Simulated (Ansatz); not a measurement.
Ru, one cell by several methods

```xyz
2
Lattice="2.7058 -0.0271 -0.0271 -1.3763 2.3568 -0.0099 -0.0428 -0.0428 4.2819" Properties=species:S:1:pos:R:3 pbc="T T T"
Ru   -0.0263    1.5515    1.0549
Ru    1.3130    0.7355    3.1901
```

Atoms are numbered in the order listed.

The geometry is COD entry 9017842, unchecked; take it as a test cell. The listed cell was then made from it by scaling, straining or moving an atom.

Levels of theory: DFT, PBEsol, PAW with Ansatz's default frozen-core files, scalar-relativistic (Ansatz 0.2.0); DFT, PBEsol, all-electron LAPW, scalar-relativistic (Ansatz 0.2.0).

For PAW: a Γ-centred 14×14×8 k mesh, Fermi–Dirac smearing of 0.03 eV, cutoff 420 eV, no spin polarisation; the PAW files were made with PBE, and the program remakes their frozen cores for this functional. LAPW targets a basis error of 1 meV/atom. The Ansatz runs share mesh, smearing and spin set-up. Plane-wave (PAW) pressures include the program's estimate of the Pulay term.

Stress and pressure are positive in compression.

The change that made this cell: equal xy, yz and zx engineering shear strains of -2 %.

PAW results:

```json
{"quantity": "pressure (GPa)", "PAW": "-5.87"}
{"quantity": "stress xx (GPa)", "PAW": "-5.24"}
{"quantity": "stress yy (GPa)", "PAW": "-5.21"}
{"quantity": "stress zz (GPa)", "PAW": "-7.18"}
{"quantity": "stress yz (GPa)", "PAW": "3.97"}
{"quantity": "stress xz (GPa)", "PAW": "3.96"}
{"quantity": "stress xy (GPa)", "PAW": "4.01"}
{"quantity": "force on Ru1, x (eV/Å)", "PAW": "0.093"}
```

(1) What does full-potential LAPW give for the same quantities?

Answers

(1) 
```csv
quantity,LAPW
pressure (GPa),-5.90
stress xx (GPa),-5.26
stress yy (GPa),-5.22
stress zz (GPa),-7.22
stress yz (GPa),3.97
stress xz (GPa),3.96
stress xy (GPa),4.01
"force on Ru1, x (eV/Å)",0.093
```
